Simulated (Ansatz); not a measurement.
# How fast states decay through KCl, part 2 of 3

Aim: the decay constants that govern tunnelling through KCl.

Ansatz 0.2.0; PBE DFT, plane waves, PAW files (the session's first sound run).

So far, decay constant at the filling level, zone centre (Å⁻¹): step 3 (decaying states in the gap, plane (001), k-mesh 6×6×6) 0.356.

**5. Decaying states in the gap, plane (110), k-mesh 8×8×8**

Level of this step: PBE DFT, plane waves, PAW files; complex bands by layer matching along the plane's normal (Ansatz).

The same for the (110) plane, at (0, 0), (-0.5, -0.5) and (0.5, 0), to see how the decay depends on direction.

input.yaml reads:

```yaml
crystal:
  lattice:
    - [3.839196, 0.0, 0.0]
    - [0.0, 5.4294430518, 0.0]
    - [0.0, 2.7147215259, 2.7147215259]
  atoms:
    - { symbol: K, position: [0.0, 0.0, 0.0] }
    - { symbol: Cl, position: [0.5, 0.5, 0.0] }
kpoints:
  mp_grid: { grid: [8, 8, 8] }
scf:
  occupations: { method: fixed }
hamiltonian:
  xc: pbe
output:
  eigenvalues: true
  transmission:
    leads: [[0, 0]]
    kpoints: [[0.0, 0.0], [-0.5, -0.5], [0.5, 0.0]]
    e_range: [-1.0, 5.8]
    de: 0.14
```

On the command line:

```
$ ansatz run input.yaml --threads 2 --pin off --max-ram 4096MiB --backend cpu --events-out ev --progress --plain --runs-dir out
```

Numbers of over 12 decimals in the logs are rounded to 6 here.

The log of the run:

```text
[...]
Crystal: 2 atoms, lattice volume = 56.588 Å³
Basis set: ecut = 420 eV, 1141 PW (Γ)
Bands: 12, of which v1, the nominal top of the filled ones, is band 8 counted from 1 (7 counted from 0)
Symmetry: 48 space group operations
[...]
k-points: 35 of 512
[...]
SCF iter   1: F=—  HF=-2621.070118 eV  |F-HF|=—  |Δ(HF+E_count)|=         —  Δρ=3.84e-4  dr2=1.33e-4  ethr=1.77e-3  ⟨swp⟩=5.1  Hψ=2319  notcnv=0  defer=46
[...]
SCF iter   6: F=-2621.069949 eV  HF=-2621.069949 eV  |F-HF|=5.56e-10  |Δ(HF+E_count)|=  2.36e-11  Δρ=1.47e-6  dr2=1.74e-9  ethr=4.41e-10  ⟨swp⟩=4.0  Hψ=2194  notcnv=0
SCF 1 converged in 6 iterations: F = -2621.069949 eV  dr2 = 1.74e-9
[...]
transmission: 4 of 12 steps passed
transmission: 8 of 12 steps passed
transmission: 12 of 12 steps passed
SCF converged after 6 iterations
Free energy (F): -2621.069949 eV
[...]
Internal energy: -2621.069949 eV  (E = F + TS)
E sigma→0 (E₀):  -2621.069949 eV
Fermi energy:    2.135176 eV
[...]
--- Band table (eV; the first three rows and the last of 35) ---
  k-point 0: bands = [... 4 lower, -9.3085, 1.9326, 1.9326, 1.9326, 6.9327, 8.6953, 8.6953, 12.6913]
  k-point 1: bands = [... 4 lower, -9.2447, 1.5791, 1.7462, 1.9354, 7.6135, 9.0190, 9.2160, 12.3875]
  k-point 2: bands = [... 4 lower, -9.2113, 1.0852, 1.3683, 1.9780, 8.8025, 9.5203, 10.5140, 11.7586]
  k-point 34: bands = [... 4 lower, -9.4764, 0.8281, 0.8281, 0.8281, 10.9026, 10.9026, 10.9026, 11.9841]
--- Transmission ---
  basis      : 187 plane waves across, 4 finite elements along
  points     : 3, as listed
[...]
crystal 0  : K1Cl1, at the sites [0, 0], period 2.7147 Å: whole cells are its period
[...]
channels       : 0.000000e0 a spin
[...]
slowest decay  : 0.3835 /Å at (0.0000, 0.0000)
```

Elapsed: 34 s, on 2 threads of Arm Neoverse N1, shared host; peak memory 0.44 GiB.

This step gave:

```yaml
decay_constant_at_the_filling_level_zone_centre: 0.3835 Å⁻¹
decay_constant_at_the_filling_level_slowest_listed_point: 0.3835 Å⁻¹
```

K parallel (0, 0); values up to 1.5 1/Å, a degenerate pair printed once or twice; energies at which all values exceed this have no row. The Im kz of the slowest decaying states by energy, zero at the highest filled level on the SCF mesh:

```csv
energy (eV),decay 1 (Å⁻¹),decay 2 (Å⁻¹),decay 3 (Å⁻¹),decay 4 (Å⁻¹)
-1.000,0.372,0.817,1.17,1.31
-0.440,0.519,0.595,1.13,1.27
-0.020,0.177,0.258,0.561,0.628
0.540,0.311,0.455,0.574,0.588
0.960,0.355,0.521,0.596,0.658
1.520,0.382,0.568,0.597,0.712
1.940,0.388,0.584,0.590,0.731
2.500,0.38,0.575,0.590,0.742
3.060,0.356,0.551,0.580,0.740
3.480,0.325,0.528,0.565,0.732
4.040,0.262,0.489,0.533,0.704
4.460,0.183,0.451,0.501,0.647
5.020,0.387,0.444,0.560,0.669
5.440,0.321,0.388,0.483,0.643
```

K parallel (-0.5, -0.5); values up to 1.5 1/Å, a degenerate pair printed once or twice; energies at which all values exceed this have no row. The Im kz of the slowest decaying states by energy, zero at the highest filled level on the SCF mesh:

```csv
energy (eV),decay 1 (Å⁻¹),decay 2 (Å⁻¹),decay 3 (Å⁻¹),decay 4 (Å⁻¹)
-1.00,0.325,1.17,1.38,-
-0.72,0.0478,0.444,1.19,1.37
-0.30,0.527,1.21,1.34,-
-0.02,0.559,1.21,1.32,-
0.40,0.311,0.589,1.21,1.30
0.68,0.384,0.601,1.21,1.28
0.96,0.432,0.609,1.20,1.26
1.38,0.482,0.614,1.19,1.23
1.66,0.504,0.613,1.19,1.21
2.08,0.528,0.607,1.17,1.18
2.36,0.538,0.600,1.15,1.16
2.64,0.544,0.591,1.13,1.15
3.06,0.548,0.573,1.10,1.13
3.34,0.547,0.558,1.07,1.11
3.76,0.530,0.540,1.03,1.09
4.04,0.508,0.533,1.01,1.07
4.32,0.483,0.522,0.982,1.05
4.74,0.437,0.502,0.941,1.02
5.02,0.399,0.485,0.912,1.00
5.44,0.327,0.453,0.867,0.968
5.72,0.262,0.427,0.836,0.943
```

K parallel (0.5, 0); values up to 1.5 1/Å, a degenerate pair printed once or twice; energies at which all values exceed this have no row. Im kz of the slowest decaying states against energy, zero at the highest filled level on the SCF mesh:

```csv
energy (eV),decay 1 (Å⁻¹),decay 2 (Å⁻¹),decay 3 (Å⁻¹),decay 4 (Å⁻¹)
-1.00,0.402,0.863,-,-
-0.72,0.488,0.826,1.50,-
-0.30,0.557,0.744,1.47,-
-0.02,0.270,0.462,0.585,0.597
0.40,0.450,0.614,0.633,1.43
0.68,0.520,0.626,0.674,1.41
0.96,0.572,0.635,0.703,1.39
1.38,0.630,0.642,0.737,1.36
1.66,0.644,0.659,0.754,1.34
2.08,0.643,0.694,0.773,1.31
2.36,0.640,0.711,0.784,1.28
2.64,0.636,0.726,0.792,1.26
3.06,0.626,0.743,0.802,1.22
3.34,0.617,0.751,0.806,1.20
3.76,0.601,0.761,0.811,1.16
4.04,0.589,0.765,0.813,1.13
4.32,0.575,0.768,0.814,1.08
4.74,0.551,0.772,0.813,1.01
5.02,0.532,0.773,0.810,0.956
5.44,0.500,0.774,0.803,0.876
5.72,0.476,0.776,0.797,0.820
```

At the listed wavevectors the last open channel is at -0.02 eV and the next at +4.88 eV on the grid. At +2.36 eV, the grid energy nearest the filling level (the middle of the gap on the SCF mesh), the slowest state at the listed wavevectors decays with κ = 0.384 Å⁻¹, its amplitude falling by e over 2.6 Å; the first such run, plane (001), gave 0.356 Å⁻¹.

**6. Complex bands, plane (111), k-mesh 10×10×10**

The same for the (111) plane, at (0, 0), (0, -0.5) and (0.5, 0), to see how the decay depends on direction.

input.yaml reads:

```yaml
crystal:
  lattice:
    - [5.4294430518, 0.0, 0.0]
    - [2.7147215259, 4.7020356113, 0.0]
    - [0.0, 3.1346904075, 2.2165608441]
  atoms:
    - { symbol: K, position: [0.0, 0.0, 0.0] }
    - { symbol: Cl, position: [0.5, 0.0, 0.5] }
kpoints:
  mp_grid: { grid: [10, 10, 10] }
scf:
  occupations: { method: fixed }
hamiltonian:
  xc: pbe
output:
  eigenvalues: true
  transmission:
    leads: [[0, 0]]
    kpoints: [[0.0, 0.0], [0.0, -0.5], [0.5, 0.0]]
    e_range: [-1.0, 5.8]
    de: 0.14
```

The log of the run:

```text
[...]
k-point 55: bands = [... 4 lower, -9.2531, 0.5679, 1.5465, 1.9951, 9.4585, 9.8368, 10.8670, 11.9470]
--- Transmission ---
  basis      : 223 plane waves across, 3 finite elements along
  points     : 3, as listed
[...]
crystal 0  : K1Cl1, at the sites [0, 0], period 2.2166 Å: whole cells are its period
[...]
channels       : 0.000000e0 a spin
[...]
slowest decay  : 0.3858 /Å at (0.0000, 0.0000)
[key lines of the parts left out:]
SCF converged after 6 iterations
Free energy (F): -2621.069956 eV
Fermi energy:    2.135237 eV
```

The job ended after 65 s (2 threads; peak memory 0.52 GiB; 1.9 min of CPU time).

K parallel (0, 0); values up to 1.5 1/Å, a degenerate pair printed once or twice; energies at which all values exceed this have no row. Im kz of the slowest decaying states against energy, zero at the highest filled level on the SCF mesh:

```csv
energy (eV),decay 1 (Å⁻¹),decay 2 (Å⁻¹),decay 3 (Å⁻¹),decay 4 (Å⁻¹)
-1.00,0.334,1.13,-,-
-0.72,0.373,1.11,-,-
-0.30,0.463,1.09,-,-
-0.02,0.189,0.314,0.495,1.08
0.40,0.302,0.508,0.526,1.07
0.68,0.339,0.539,0.572,1.07
0.96,0.363,0.549,0.613,1.06
1.38,0.384,0.558,0.649,1.05
1.66,0.390,0.561,0.661,1.04
2.08,0.390,0.562,0.668,1.03
2.36,0.386,0.560,0.667,1.02
2.64,0.377,0.557,0.662,1.01
3.06,0.357,0.550,0.647,0.987
3.34,0.338,0.544,0.634,0.973
3.76,0.299,0.532,0.608,0.950
4.04,0.263,0.522,0.587,0.933
4.32,0.215,0.511,0.563,0.915
4.74,0.0776,0.492,0.520,0.886
5.02,0.478,0.486,0.864,1.00
5.44,0.425,0.453,0.829,0.955
5.72,0.374,0.434,0.803,0.922
```

At the listed wavevectors the last open channel is at -0.02 eV and the next at +4.88 eV on the grid. At +2.36 eV, the grid energy nearest the filling level (the middle of the gap on the SCF mesh), the slowest state at the listed wavevectors decays with κ = 0.386 Å⁻¹, its amplitude falling by e over 2.6 Å; the first such run, plane (001), gave 0.356 Å⁻¹.

**7. Decay over the two-dimensional zone, plane (111), k-mesh 10×10×10**

The listed points could miss the slowest state, so one energy near mid-gap is solved on a mesh of 16×16.

input.yaml, the sections that differ from step 6:

```yaml
output:
  eigenvalues: true
  transmission: { leads: [[0, 0]], kmesh: [16, 16], e_range: [2.4, 2.41], de: 0.05 }
# crystal, kpoints, scf, hamiltonian: as in step 6
```

The log of the run:

```text
[...]
Crystal: 2 atoms, lattice volume = 56.588 Å³
Basis set: ecut = 420 eV, 1141 PW (Γ), FFT grids on a1−a2+a3, a2−a3, a3
Bands: 12, of which v1, the nominal top of the filled ones, is band 8 counted from 1 (7 counted from 0)
Symmetry: 48 space group operations
[...]
k-points: 56 of 1000
[...]
SCF iter   1: F=—  HF=-2621.070102 eV  |F-HF|=—  |Δ(HF+E_count)|=         —  Δρ=3.50e-4  dr2=1.08e-4  ethr=1.77e-3  ⟨swp⟩=5.1  Hψ=3711  notcnv=0  defer=79
[...]
SCF iter   6: F=-2621.069956 eV  HF=-2621.069956 eV  |F-HF|=7.66e-9  |Δ(HF+E_count)|=  7.60e-10  Δρ=3.71e-6  dr2=1.04e-8  ethr=2.31e-10  ⟨swp⟩=3.9  Hψ=3505  notcnv=0
SCF 1 converged in 6 iterations: F = -2621.069956 eV  dr2 = 1.04e-8
[...]
transmission: 12 of 90 steps passed
transmission: 24 of 90 steps passed
[...]
transmission: 90 of 90 steps passed
SCF converged after 6 iterations
Free energy (F): -2621.069956 eV
[...]
Internal energy: -2621.069956 eV  (E = F + TS)
E sigma→0 (E₀):  -2621.069956 eV
Fermi energy:    2.135237 eV
[...]
--- Band table (eV; the first three rows and the last of 56) ---
  k-point 0: bands = [... 4 lower, -9.3085, 1.9326, 1.9326, 1.9326, 6.9326, 8.6953, 8.6953, 12.6913]
  k-point 1: bands = [... 4 lower, -9.2375, 1.6555, 1.8083, 1.8083, 7.5975, 9.1033, 9.1033, 12.4275]
  k-point 2: bands = [... 4 lower, -9.1953, 1.3198, 1.5169, 1.5169, 8.9733, 10.0307, 10.0307, 11.8309]
  k-point 55: bands = [... 4 lower, -9.2531, 0.5679, 1.5465, 1.9951, 9.4585, 9.8368, 10.8670, 11.9470]
--- Transmission ---
  basis      : 223 plane waves across, 3 finite elements along
  points     : 30, standing for a mesh of 16 x 16
[...]
crystal 0  : K1Cl1, at the sites [0, 0], period 2.2166 Å: whole cells are its period
[...]
channels       : 0.000000e0 a spin
[...]
slowest decay  : 0.3848 /Å at (0.0000, 0.0000)
```

Run time: 47 s. Hardware: 2 threads; peak memory 0.46 GiB; 81 s of CPU time.

This step gave:

```
least decay constant on the mesh : 0.3848 Å⁻¹
```

Slowest decay constant (1/Å; 0 where a channel is open) over k1 and k2. At 2.4000 eV from the Fermi level.

Values, 16 rows by 16 columns:
```
0.516 0.516 0.521 0.528 0.528 0.521 0.516 0.516 0.519 0.525 0.530 0.524 0.524 0.530 0.525 0.519
0.522 0.521 0.523 0.527 0.523 0.521 0.522 0.525 0.531 0.525 0.517 0.513 0.517 0.525 0.531 0.525
0.530 0.528 0.527 0.527 0.528 0.530 0.530 0.525 0.515 0.505 0.499 0.499 0.505 0.515 0.525 0.530
0.528 0.528 0.523 0.528 0.528 0.524 0.517 0.505 0.490 0.479 0.475 0.479 0.490 0.505 0.517 0.524
0.530 0.521 0.521 0.530 0.524 0.513 0.499 0.479 0.459 0.447 0.447 0.459 0.479 0.499 0.513 0.524
0.522 0.516 0.522 0.530 0.517 0.499 0.475 0.447 0.423 0.415 0.423 0.447 0.475 0.499 0.517 0.530
0.516 0.516 0.525 0.525 0.505 0.479 0.447 0.415 0.395 0.395 0.415 0.447 0.479 0.505 0.525 0.525
0.513 0.519 0.531 0.515 0.490 0.459 0.423 0.395 0.385 0.395 0.423 0.459 0.490 0.515 0.531 0.519
0.516 0.525 0.525 0.505 0.479 0.447 0.415 0.395 0.395 0.415 0.447 0.479 0.505 0.525 0.525 0.516
0.522 0.530 0.517 0.499 0.475 0.447 0.423 0.415 0.423 0.447 0.475 0.499 0.517 0.530 0.522 0.516
0.530 0.524 0.513 0.499 0.479 0.459 0.447 0.447 0.459 0.479 0.499 0.513 0.524 0.530 0.521 0.521
0.528 0.524 0.517 0.505 0.490 0.479 0.475 0.479 0.490 0.505 0.517 0.524 0.528 0.528 0.523 0.528
0.530 0.530 0.525 0.515 0.505 0.499 0.499 0.505 0.515 0.525 0.530 0.530 0.528 0.527 0.527 0.528
0.522 0.525 0.531 0.525 0.517 0.513 0.517 0.525 0.531 0.525 0.522 0.521 0.523 0.527 0.523 0.521
0.516 0.519 0.525 0.530 0.524 0.524 0.530 0.525 0.519 0.516 0.516 0.521 0.528 0.528 0.521 0.516
0.513 0.516 0.522 0.530 0.528 0.530 0.522 0.516 0.513 0.516 0.522 0.530 0.528 0.530 0.522 0.516
```
Columns: k1 (b1) from -0.5 to 0.438; rows upwards: k2 (b2) from -0.5 to 0.438.

The least value on the mesh is 0.385 Å⁻¹ at +2.40 eV. At that energy the listed points give about 0.385 Å⁻¹ by interpolation, so the mesh holds no clearly slower state.

**8. Band edges at another level, cutoff 850 eV**

This step: PBE DFT, plane waves, norm-conserving files (Ansatz 0.2.0).

The edges again with norm-conserving files, at the same atoms. Against that run the cutoff is 850 eV against 420.

input.yaml reads:

```yaml
crystal:
  lattice:
    - [3.839196, 0.0, 0.0]
    - [0.0, 3.839196, 0.0]
    - [0.0, 0.0, 3.839196]
  atoms:
    - { symbol: K, position: [0.0, 0.0, 0.0] }
    - { symbol: Cl, position: [0.5, 0.5, 0.5] }
kpoints:
  mp_grid: { grid: [6, 6, 6] }
  band_path: { path: [VBM, CBM], npoints: 30 }
scf:
  occupations: { method: fixed }
hamiltonian:
  xc: pbe
  pseudopotentials: { kind: nc }
output:
  eigenvalues: true
```

The log of the run:

```text
[...]
Crystal: 2 atoms, lattice volume = 56.588 Å³
Basis set: ecut = 850 eV, 3191 PW (Γ)
Bands: 12, of which v1, the nominal top of the filled ones, is band 8 counted from 1 (7 counted from 0)
Symmetry: 48 space group operations
[...]
k-points: 20 of 216
[...]
SCF iter   1: F=—  HF=-1219.934948 eV  |F-HF|=—  |Δ(HF+E_count)|=         —  Δρ=4.80e-2  dr2=2.03e0  ethr=3.10e-3  ⟨swp⟩=5.6  Hψ=1507  notcnv=0  defer=27
[...]
SCF iter   7: F=-1219.103024 eV  HF=-1219.103024 eV  |F-HF|=2.16e-8  |Δ(HF+E_count)|=   1.39e-7  Δρ=8.18e-6  dr2=3.90e-8  ethr=6.25e-10  ⟨swp⟩=8.6  Hψ=1682  notcnv=0
SCF 1 converged in 7 iterations: F = -1219.103024 eV  dr2 = 3.90e-8
NSCF: frozen V_eff on 20 k-points
[...]
SCF converged after 7 iterations
Free energy (F): -1219.103024 eV
[...]
Internal energy: -1219.103024 eV  (E = F + TS)
E sigma→0 (E₀):  -1219.103024 eV
Fermi energy:    2.199087 eV
[...]
--- Band table (eV; the first three rows and the last of 20) ---
  k-point 0: bands = [... 4 lower, -9.2449, 1.9966, 1.9966, 1.9966, 6.9969, 8.7614, 8.7614, 12.7566]
  k-point 1: bands = [... 4 lower, -9.2106, 1.5222, 1.9952, 1.9952, 7.6063, 8.9846, 9.2894, 12.6652]
  k-point 2: bands = [... 4 lower, -9.1356, 0.7670, 1.9916, 1.9916, 8.8841, 9.5926, 10.2741, 12.5876]
  k-point 19: bands = [... 4 lower, -9.4128, 0.8930, 0.8930, 0.8930, 10.9687, 10.9687, 10.9687, 12.0475]
```

Elapsed: 9.4 s, on 2 threads; peak memory 0.3 GiB; 14 s of CPU time.

Numbers from this step:

| Property | Result |
| --- | --- |
| free energy | -1219.1030 eV |
| Fermi energy | 2.199 eV |
| gap on the k-mesh | 4.798 eV |
| gap on path | 4.798 eV, by band count; negative where bands overlap |

Electronic bands along the path, in eV, zero at the Fermi level (highest filled level under fixed occupations); v1 is the highest filled band, c1 the lowest empty one:

```csv
point,v3,v2,v1,c1,c2,c3
VBM,-1.19,-1.19,0.00,6.18,7.28,8.90
halfway,-1.05,-0.77,-0.16,6.67,7.39,8.38
CBM,-0.20,-0.20,-0.20,4.80,6.56,6.56
```

The electronic bands as a text plot (rows in eV, shown from -1.2 to 6.6 only; labels by their first letter):

```
    6.4 |     +++++++++               ++++                      +
    6.1 |+++++                            +++
    5.8 |                                    ++++
    5.4 |                                        ++++
    5.1 |                                            +++++
    4.8 |                                                 +++++++
    4.5 |
    4.1 |
    3.8 |
    3.5 |
    3.2 |
    2.8 |
    2.5 |
    2.2 |
    1.9 |
    1.5 |
    1.2 |
    0.9 |
    0.6 |
    0.2 |
   -0.1 |********************************************************
   -0.4 |                                   ****************
   -0.7 |                       *******************
   -1.0 |*********************************
         V                                                      C
```

The searched edges give 4.80 eV, as on the mesh.

**9. Complex bands at another level, cutoff 850 eV**

This step: PBE DFT, plane waves, norm-conserving files; complex bands by layer matching along the plane's normal (Ansatz 0.2.0).

The complex bands at that level, over its own gap, at (0, 0) and (0, -0.5).

input.yaml, the sections that differ from step 8:

```yaml
kpoints:
  mp_grid: { grid: [6, 6, 6] }
output:
  eigenvalues: true
  transmission:
    leads: [[0, 0]]
    kpoints: [[0.0, 0.0], [0.0, -0.5]]
    e_range: [-1.0, 5.8]
    de: 0.11
# crystal, scf, hamiltonian: as in step 8
```

The log of the run:

```text
[...]
Crystal: 2 atoms, lattice volume = 56.588 Å³
Basis set: ecut = 850 eV, 3191 PW (Γ)
Bands: 12, of which v1, the nominal top of the filled ones, is band 8 counted from 1 (7 counted from 0)
Symmetry: 48 space group operations
[...]
k-points: 20 of 216
[...]
SCF iter   1: F=—  HF=-1219.934948 eV  |F-HF|=—  |Δ(HF+E_count)|=         —  Δρ=4.80e-2  dr2=2.03e0  ethr=3.10e-3  ⟨swp⟩=5.6  Hψ=1507  notcnv=0  defer=27
[...]
SCF iter   7: F=-1219.103024 eV  HF=-1219.103024 eV  |F-HF|=2.16e-8  |Δ(HF+E_count)|=   1.39e-7  Δρ=8.18e-6  dr2=3.90e-8  ethr=6.25e-10  ⟨swp⟩=8.6  Hψ=1682  notcnv=0
SCF 1 converged in 7 iterations: F = -1219.103024 eV  dr2 = 3.90e-8
transmission: 8 of 16 steps passed
transmission: 16 of 16 steps passed
SCF converged after 7 iterations
Free energy (F): -1219.103024 eV
[...]
Internal energy: -1219.103024 eV  (E = F + TS)
E sigma→0 (E₀):  -1219.103024 eV
Fermi energy:    2.199087 eV
[...]
--- Band table (eV; the first three rows and the last of 20) ---
  k-point 0: bands = [... 4 lower, -9.2449, 1.9966, 1.9966, 1.9966, 6.9969, 8.7614, 8.7614, 12.7566]
  k-point 1: bands = [... 4 lower, -9.2106, 1.5222, 1.9952, 1.9952, 7.6063, 8.9846, 9.2894, 12.6652]
  k-point 2: bands = [... 4 lower, -9.1356, 0.7670, 1.9916, 1.9916, 8.8841, 9.5926, 10.2741, 12.5876]
  k-point 19: bands = [... 4 lower, -9.4128, 0.8930, 0.8930, 0.8930, 10.9687, 10.9687, 10.9687, 12.0475]
--- Transmission ---
  basis      : 261 plane waves across, 8 finite elements along
  points     : 2, as listed
[...]
crystal 0  : K1Cl1, at the sites [0, 0], period 3.8392 Å: whole cells are its period
[...]
channels       : 0.000000e0 a spin
[...]
slowest decay  : 0.3565 /Å at (0.0000, 0.0000)
```

The job ended after 88 s (2 threads; peak memory 0.78 GiB).

This step gave:

```yaml
decay_constant_at_the_filling_level_zone_centre: 0.3564 Å⁻¹
decay_constant_at_the_filling_level_slowest_listed_point: 0.3565 Å⁻¹
```

K parallel (0, 0); values up to 1.5 1/Å, a degenerate pair printed once or twice; energies at which all values exceed this have no row. Table of Im kz of the slowest decaying states by energy, zero at the highest filled level on the SCF mesh:

```csv
energy (eV),decay 1 (Å⁻¹),decay 2 (Å⁻¹),decay 3 (Å⁻¹),decay 4 (Å⁻¹)
-1.00,0.891,1.08,1.26,1.48
-0.67,0.876,1.00,1.17,1.45
-0.34,0.822,0.860,0.988,1.41
-0.01,0.152,0.843,0.936,1.38
0.32,0.236,0.825,1.05,1.35
0.65,0.284,0.807,1.09,1.31
0.98,0.316,0.787,1.11,1.28
1.31,0.337,0.765,1.13,1.24
1.64,0.350,0.743,1.13,1.20
1.97,0.356,0.719,1.13,1.16
2.30,0.357,0.694,1.12,1.13
2.74,0.350,0.658,1.07,1.12
3.07,0.338,0.629,1.02,1.11
3.40,0.320,0.599,0.974,1.10
3.73,0.293,0.567,0.924,1.09
4.06,0.255,0.532,0.871,1.07
4.39,0.198,0.496,0.814,1.06
4.72,0.0900,0.458,0.752,1.04
5.05,0.416,0.684,1.02,1.35
5.38,0.370,0.607,1.00,1.32
5.71,0.318,0.518,0.979,1.28
```

K parallel (0, -0.5); values up to 1.5 1/Å, a degenerate pair printed once or twice; energies at which all values exceed this have no row. The Im kz of the slowest decaying states by energy, zero at the highest filled level on the SCF mesh:

```csv
energy (eV),decay 1 (Å⁻¹),decay 2 (Å⁻¹),decay 3 (Å⁻¹),decay 4 (Å⁻¹)
-1.00,0.273,0.800,1.10,1.25
-0.67,0.415,0.656,1.08,1.24
-0.34,0.392,0.492,1.06,1.22
-0.01,0.205,0.543,1.03,1.20
0.32,0.312,0.511,0.577,1.01
0.65,0.374,0.600,0.639,0.989
0.98,0.417,0.615,0.709,0.967
1.31,0.447,0.623,0.753,0.945
1.64,0.469,0.626,0.782,0.923
1.97,0.485,0.625,0.800,0.900
2.30,0.497,0.619,0.812,0.877
2.74,0.506,0.605,0.818,0.845
3.07,0.509,0.590,0.818,0.820
3.40,0.509,0.572,0.795,0.814
3.73,0.507,0.549,0.768,0.807
4.06,0.502,0.522,0.740,0.797
4.39,0.490,0.495,0.711,0.784
4.72,0.452,0.486,0.681,0.768
5.05,0.406,0.474,0.648,0.750
5.38,0.348,0.459,0.614,0.724
5.71,0.273,0.441,0.577,0.669
```

At the listed wavevectors the last open channel is at -0.01 eV and the next at +4.83 eV on the grid. At +2.41 eV, the grid energy nearest the filling level (the middle of the gap on the SCF mesh), the slowest state at the listed wavevectors decays with κ = 0.356 Å⁻¹, its amplitude falling by e over 2.8 Å; the first such run, plane (001), gave 0.356 Å⁻¹ over as many of its listed wavevectors.

(Continued in part 3 of 3.)

[Logs are printed without paths, hosts, clocks, repeated set-up lines and the standing remarks that a program may print on its own settings, such as how far it seeks lower states.]

[Hosts, paths, dates, database ids (printed as entryN), source tags and the programs' standing remarks are cut or masked in the printed files.]
